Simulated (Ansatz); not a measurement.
Ti3SiC2, pressure series

Base system: Ti₃SiC₂ (space group P6_3/mmc, No. 194; a = 3.042 Å, c = 17.577 Å).

Cell and atoms are relaxed at each pressure.

Method: PBEsol (Ansatz, an electronic-structure program, PAW, no spin-orbit coupling).

```csv
pressure (GPa),volume per atom (Å³/atom)
-2,11.863
-1,11.801
0,11.742
3,11.569
7,11.359
15,?
30,10.427
50,9.845
100,8.836
```

Q: Fit the third-order Birch–Murnaghan form P(V) = (3B₀/2)[(V₀/V)^(7/3) − (V₀/V)^(5/3)]·[1 + (3/4)(B₀′ − 4)((V₀/V)^(2/3) − 1)] (squares taken in P) to the rows shown and predict the withheld row.

A: Least squares on the printed values gives V₀ = 11.741 Å³/atom, B₀ = 200 GPa, B₀′ = 4.0; this predicts 10.992 Å³/atom, and the run gives 10.989 Å³/atom, 0.003 lower.

Load acts through the strain it causes; cell and atoms are relaxed under it. Whether these cells are dynamically stable was not tested. Competing high-pressure phases were not computed. All final runs are without spin polarisation.
